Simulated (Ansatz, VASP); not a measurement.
# One calculation of GaSb3, two programs

```xyz
4
Lattice="4.8425 0.0000 0.0000 0.0000 4.8425 0.0000 0.0000 0.0000 4.4840" Properties=species:S:1:pos:R:3 pbc="T T T"
Ga    0.0000    0.0000    0.0000
Sb    0.0000    2.4212    2.2420
Sb    2.4212    0.0000    2.2420
Sb    2.4212    2.4212    0.0000
```

Alike in both runs: functional PBE; k mesh 10 × 10 × 10; occupations gaussian, width 0.1 eV; no spin polarisation.

Ansatz relaxed the structure, and its values are those at the end. VASP's run is a single point on that final structure, the one shown.

|  | VASP | Ansatz |
| --- | --- | --- |
| version | VASP 6.6.1 | Ansatz 0.2.0 |
| potentials or method | VASP PAW PBE potentials, release 64 (Ga_d, Sb) | scalar-relativistic, plane waves, PAW |
| plane-wave cutoff (eV) | 520 | 420 |
| valence electrons in the cell | 28 | 58 |

|  | VASP | Ansatz | Ansatz less VASP |
| --- | --- | --- | --- |
| gap on the k mesh at the Fermi level (eV) | none | none | - |
| pressure (GPa) | -0.1 | 0.0 | +0.09 |

A gap of «none» marks a metal or a gap that the smearing closes. The functional is the same, so the differences come from potentials, cutoffs and numerics. The two sets of potentials don't hold the same shells in valence.

The runs have no spin-orbit coupling, so splittings on Sb are missing.
